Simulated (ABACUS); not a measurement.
# SiNi3 (Pm-3m) in ABACUS: notebook, part 2 of 2

ABACUS 3.10.1.

## (4) Single point, PBE, collinear spin, ferromagnetic start

The input, INPUT:

```
INPUT_PARAMETERS
suffix              SiNi3
calculation         scf
basis_type          lcao
pseudo_dir          ./
orbital_dir         ./
latname             sc
symmetry            1
dft_functional      pbe
ecutwfc             100
pseudo_rcut         7
nspin               2
nbands              39
ks_solver           genelpa
smearing_method     fd
smearing_sigma      0.00367493
scf_thr             1e-07
scf_nmax            100
mixing_type         broyden
mixing_beta         0.4
cal_force           1
cal_stress          1
out_mul             1
out_chg             1
out_pot             2
out_elf             1
```

The input, STRU:

```
ATOMIC_SPECIES
Ni 58.6934 Ni.upf
Si 28.0850 Si.upf

NUMERICAL_ORBITAL
Ni_confined-atom_7au_3s2p2d1f.orb
Si_confined-atom_7au_2s2p1d.orb

LATTICE_CONSTANT
6.6934099334

ATOMIC_POSITIONS
Direct

Ni
0.0
3
0.5000000000 0.5000000000 0.0000000000 1 1 1 mag 2.5
0.5000000000 0.0000000000 0.5000000000 1 1 1 mag 2.5
0.0000000000 0.5000000000 0.5000000000 1 1 1 mag 2.5

Si
0.0
1
0.0000000000 0.0000000000 0.0000000000 1 1 1 mag 0
```

The input, KPT:

```
K_POINTS
0
Gamma
5 5 5 0 0 0
```

Potentials or basis: PseudoDojo NC SR 0.4.1 PBE standard, DZP LCAO (the cutoffs set its grid).

Run with:

```
$ OMP_NUM_THREADS=1 mpirun -np 4 abacus > log
```

running log:

```text
ABACUS v3.10.1

               Atomic-orbital Based Ab-initio Computation at UStc

 ------------------------------------------------------------------------------------

 READING GENERAL INFORMATION
                           global_out_dir = OUT.SiNi3/
                           global_in_card = INPUT
                               pseudo_dir = ./
                              orbital_dir = ./
                                    DSIZE = 4
                                    GSIZE = 1

 READING UNITCELL INFORMATION
                                    ntype = 2
                  lattice constant (Bohr) = 6.69341
              lattice constant (Angstrom) = 3.542

 READING ATOM TYPE 1
                               atom label = Ni
                      L=0, number of zeta = 3
                      L=1, number of zeta = 2
                      L=2, number of zeta = 2
                      L=3, number of zeta = 1
             number of atom for this type = 3
               magnetization of element 1 = 2.5

 READING ATOM TYPE 2
                               atom label = Si
                      L=0, number of zeta = 2
                      L=1, number of zeta = 2
                      L=2, number of zeta = 1
             number of atom for this type = 1
               magnetization of element 2 = 0

                        TOTAL ATOM NUMBER = 4
DIRECT COORDINATES
    atom                   x                   y                   z     mag                  vx                  vy                  vz
taud_Ni1            0.5000000000        0.5000000000        0.0000000000  2.5000        0.0000000000        0.0000000000        0.0000000000
taud_Ni2            0.5000000000        0.0000000000        0.5000000000  2.5000        0.0000000000        0.0000000000        0.0000000000
taud_Ni3            0.0000000000        0.5000000000        0.5000000000  2.5000        0.0000000000        0.0000000000        0.0000000000
taud_Si1            0.0000000000        0.0000000000        0.0000000000  0.0000        0.0000000000        0.0000000000        0.0000000000

                          Volume (Bohr^3) = 299.876
                             Volume (A^3) = 44.437

 Lattice vectors: (Cartesian coordinate: in unit of a_0)
                   +1                  +0                  +0
                   +0                  +1                  +0
                   +0                  +0                  +1
 Reciprocal vectors: (Cartesian coordinate: in unit of 2 pi/a_0)
                   +1                  -0                  +0
                   -0                  +1                  -0
                   +0                  -0                  +1
 The esolver type has been set to : ksdft_lcao

                PAO radial cut off (Bohr) = 7

 Read in pseudopotential file is Ni.upf
                     pseudopotential type = NC
          exchange-correlation functional = PBE
                 nonlocal core correction = 1
                        valence electrons = 18
                                     lmax = 2
                           number of zeta = 4
                     number of projectors = 6
                           L of projector = 0
[... 5 lines left out ...]
                PAO radial cut off (Bohr) = 7

 Read in pseudopotential file is Si.upf
                     pseudopotential type = NC
          exchange-correlation functional = PBE
                 nonlocal core correction = 1
                        valence electrons = 4
                                     lmax = 2
                           number of zeta = 2
                     number of projectors = 6
                           L of projector = 0
                           L of projector = 0
                           L of projector = 1
                           L of projector = 1
                           L of projector = 2
                           L of projector = 2
     initial pseudo atomic orbital number = 34
[... 128 lines left out ...]
                    number of plane waves = 6043
                         number of sticks = 405

 PARALLEL PW FOR WAVE FUNCTIONS
     PROC   COLUMNS(POT)             PW
        1            101           1511
        2            101           1511
        3            101           1511
        4            102           1510
 --------------- sum -------------------
        4            405           6043

 SET NONLOCAL PSEUDOPOTENTIAL PROJECTORS
 SET NONLOCAL PSEUDOPOTENTIAL PROJECTORS
 max number of nonlocal projetors among all species is 6

 -------------------------------------------
 SELF-CONSISTENT
 -------------------------------------------

 SETUP SEARCHING RADIUS FOR PROGRAM TO SEARCH ADJACENT ATOMS
                  longest orb rcut (Bohr) = 7
   longest nonlocal projector rcut (Bohr) = 1.94
                     search radius (Bohr) = 17.9
              searching radius is (Bohr)) = 17.9
         searching radius unit is (Bohr)) = 6.69
                         PeriodicBoundary = 1
                        Radius(unit:lat0) = 2.67
                                   glayer = [ 4, 4, 4 ]
                             glayer_minus = [ 3, 3, 3 ]

Find the coordinate range of the input atom(unit:lat0).
                                  min_tau = [ -3, -3, -3 ]
                                  max_tau = [ 3.5, 3.5, 3.5 ]
                                BoxNumber = [ 7, 7, 7 ]

 SETUP EXTENDED REAL SPACE GRID FOR GRID INTEGRATION
                          real space grid = [ 45, 45, 45 ]
                 big cell numbers in grid = [ 15, 15, 15 ]
             meshcell numbers in big cell = [ 3, 3, 3 ]
                        extended fft grid = [ 16, 16, 16 ]
                dimension of extened grid = [ 48, 48, 48 ]
                            UnitCellTotal = 125
              Atom number in sub-FFT-grid = 4
    Local orbitals number in sub-FFT-grid = 91
                                ParaV.nnr = 132396
                                 init_chg = atomic

 LCAO ALGORITHM --------------- ION=   1  ELEC=   1--------------------------------
          total magnetism (Bohr mag/cell) = 1.86446
       absolute magnetism (Bohr mag/cell) = 2.51051
                        nelec for spin up = 29.9322
                      nelec for spin down = 28.0678
[... 226 lines left out ...]
 Density error is 7.93034292641e-08
----------------------------------------------------------
     Energy           Rydberg                 eV
----------------------------------------------------------
 E_KohnSham     -1015.3187259703     -13814.1199592972
 E_KS(sigma->0) -1015.3179134240     -13814.1089040373
 E_Harris       -1015.3187356380     -13814.1200908327
 E_band         -63.2018556798       -859.9053614191
 E_one_elec     -589.2398252198      -8017.0191115131
 E_Hartree      331.3611120182       4508.3992190639
 E_xc           -131.8497698654      -1793.9081501577
 E_Ewald        -625.5886178107      -8511.5698061704
 E_entropy(-TS) -0.0016250927        -0.0221105199
 E_descf        0.0000000000         0.0000000000
 E_exx          0.0000000000         0.0000000000
 E_Fermi        1.2593407662         17.1342101440
----------------------------------------------------------

 charge density convergence is achieved
 final etot is -13814.119959 eV
 EFERMI = 17.134210144 eV
The vacuum level is 14.294420137 eV

 STATE ENERGY(eV) AND OCCUPATIONS    NSPIN == 2
SPIN UP :
 1/10 kpoint (Cartesian) = 0.0000 0.0000 0.0000 (1250 pws)
       1       -85.9885     0.00800000
       2       -85.9577     0.00800000
       3       -85.9577     0.00800000
       4       -46.4310     0.00800000
       5       -46.4310     0.00800000
       6       -46.4310     0.00800000
[... 236 lines left out ...]
      38        29.3835        0.00000
      39        29.4148        0.00000

[... levels at 14 further k points ...]

-------------------------------------------------
 Total Magnetism (uB)
-------------------------------------------------
                        Ni1         0.0000005414
                        Ni2         0.0000005416
                        Ni3         0.0000003114
                        Si1        -0.0000001632
-------------------------------------------------

 correction force for each atom along direction 1 is 2.60123e-14
 correction force for each atom along direction 2 is 1.17543e-14
 correction force for each atom along direction 3 is 4.41187e-15
------------------------------------------------------------------------------------------
 TOTAL-FORCE (eV/Angstrom)
------------------------------------------------------------------------------------------
                       Ni1         0.0000000000         0.0000000000         0.0000000000
                       Ni2         0.0000000000         0.0000000000         0.0000000000
                       Ni3         0.0000000000         0.0000000000         0.0000000000
                       Si1         0.0000000000         0.0000000000         0.0000000000
------------------------------------------------------------------------------------------

----------------------------------------------------------------
 TOTAL-STRESS (KBAR)
----------------------------------------------------------------
       -49.9945586124         0.0000000000        -0.0000000000
         0.0000000000       -49.9945586124         0.0000000000
        -0.0000000000         0.0000000000       -49.9945586124
----------------------------------------------------------------
 TOTAL-PRESSURE: -49.994559 KBAR

 --------------------------------------------
 !FINAL_ETOT_IS -13814.1199592971934180 eV
 --------------------------------------------
```

Run time: 21 s. Hardware: 4 MPI ranks of AMD EPYC 9R45 (Zen 5), shared host; peak memory 0.56 GiB.

What came out:

```yaml
Free_energy: -13814.1200 eV
Pressure: -5.0 GPa
Band_gap_on_the_k_mesh: none (metal or under the smearing width)
Net_moment: 0.00 μB per cell
Absolute_moment: 0.00 μB per cell
Mulliken_charges: Ni -0.37, +0.10, +0.19; Si +0.09 e
```

Caveat: the atomic orbitals were generated for these runs and aren't a published set; Mulliken charges move with the basis; the starting moments collapsed, and a magnetic state may lie lower; the basis of atomic orbitals isn't converged, which shifts pressures, moduli and gaps.

## (5) Single point, PBE, collinear spin, antiferromagnetic start

Edit INPUT of step 4 so:

```diff
@@ -7,3 +7,3 @@
 latname             sc
-symmetry            1
+symmetry            0
 dft_functional      pbe
@@ -12,3 +12,3 @@
 nspin               2
-nbands              39
+nbands              37
 ks_solver           genelpa
```

The input, STRU:

```
ATOMIC_SPECIES
Ni 58.6934 Ni.upf
Si 28.0850 Si.upf

NUMERICAL_ORBITAL
Ni_confined-atom_7au_3s2p2d1f.orb
Si_confined-atom_7au_2s2p1d.orb

LATTICE_CONSTANT
6.6934099334

ATOMIC_POSITIONS
Direct

Ni
0.0
3
0.5000000000 0.5000000000 0.0000000000 1 1 1 mag 1
0.5000000000 0.0000000000 0.5000000000 1 1 1 mag -1
0.0000000000 0.5000000000 0.5000000000 1 1 1 mag 1

Si
0.0
1
0.0000000000 0.0000000000 0.0000000000 1 1 1 mag 0
```

KPT is that of step 4.

Run with:

```
$ OMP_NUM_THREADS=1 mpirun -np 4 abacus > log
```

It took 30 s on 4 MPI ranks of AMD EPYC 9R45 (Zen 5), shared host; peak memory 0.8 GiB.

The run converged. Its results:

| Property | Result |
| --- | --- |
| Free energy | -13814.1200 eV |
| Pressure | -5.0 GPa |
| Band gap on the k mesh | none (metal or under the smearing width) |
| Net moment | 0.00 μB per cell |
| Absolute moment | 0.00 μB per cell |
| Mulliken charges | Ni -0.03; Si +0.09 e |

Levels at points of the mesh, in eV from the Fermi level:
Spin up:
| k point | band 26 | band 27 | band 28 | band 29 | band 30 | band 31 | band 32 | band 33 |
| --- | --- | --- | --- | --- | --- | --- | --- | --- |
| (0.00, 0.00, 0.00) | -0.55 | -0.55 | -0.24 | 0.04 | 0.04 | 0.04 | 4.55 | 6.20 |
Spin down:
```tsv
k point	band 26	band 27	band 28	band 29	band 30	band 31	band 32	band 33
(0.00, 0.00, 0.00)	-0.55	-0.55	-0.24	0.04	0.04	0.04	4.55	6.20
```

Caveat: the atomic orbitals were generated for these runs and aren't a published set; Mulliken charges move with the basis; the basis of atomic orbitals isn't converged, which shifts pressures, moduli and gaps.

## (6) The runs side by side

| spin | mixing share | symmetry key | gap on the mesh (eV) | pressure (GPa) | moment (μB) |
| --- | --- | --- | --- | --- | --- |
| off | 0.7 | 1 | none | -5.0 | - |
| collinear, ferromagnetic start | 0.4 | 1 | none | -5.0 | 0.00 |
| collinear, antiferromagnetic start | 0.4 | 0 | none | -5.0 | 0.00 |

Alike in all rows: task single point; level PBE; potentials or basis PseudoDojo NC SR 0.4.1 PBE standard, DZP LCAO (the cutoffs set its grid); cell as given; k mesh 5 × 5 × 5; cutoff (eV) 1361; smearing fermi-dirac 0.05 eV.

Caveats: the atomic orbitals were generated for these runs and aren't a published set; the basis of atomic orbitals isn't converged, which shifts pressures, moduli and gaps.

Absolute energies hang on the potentials; compare differences alone.
